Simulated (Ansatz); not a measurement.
**CuO (Tenorite) in Ansatz: the effect of functional**

The system is CuO (Tenorite).

```
Cu O
1.0
     2.38778   -1.74486    0.00000
     2.38778    1.74486    0.00000
    -0.86670    0.00000    5.15707
Cu O
2 2
Direct
  0.50000 0.00000 0.50000
  0.00000 0.50000 0.00000
  0.41840 0.58160 0.75000
  0.58160 0.41840 0.25000
```

The cell isn't the ideal one: volume scaled by 1.06.

Alike in all runs:

- Program: Ansatz 0.2.0
- Task: single point
- Potentials or basis: Ansatz PAW
- k mesh: 10 × 10 × 5
- Occupations: fermi-dirac, width 0.05 eV
- Spin: no spin polarisation

```csv
functional,cutoff,pressure (GPa),largest force (eV/Å)
LDA,420 eV (not typed: the program's choice for these potentials),-17.7,0.63
r2SCAN,500 eV (not typed: the program's choice for these potentials),?,?
PBE,420 eV (not typed: the program's choice for these potentials),-3.9,0.43
```

Question: What does the run with functional r2SCAN give?

Answer: Pressure -10.5 GPa; largest force 0.45 eV/Å.

Caveats: the run has no spin polarisation, though such a crystal can be magnetic; the PAW data sets come from PBE, with cores solved anew for the run's functional, which leaves a small shift of forces and pressure (some runs).
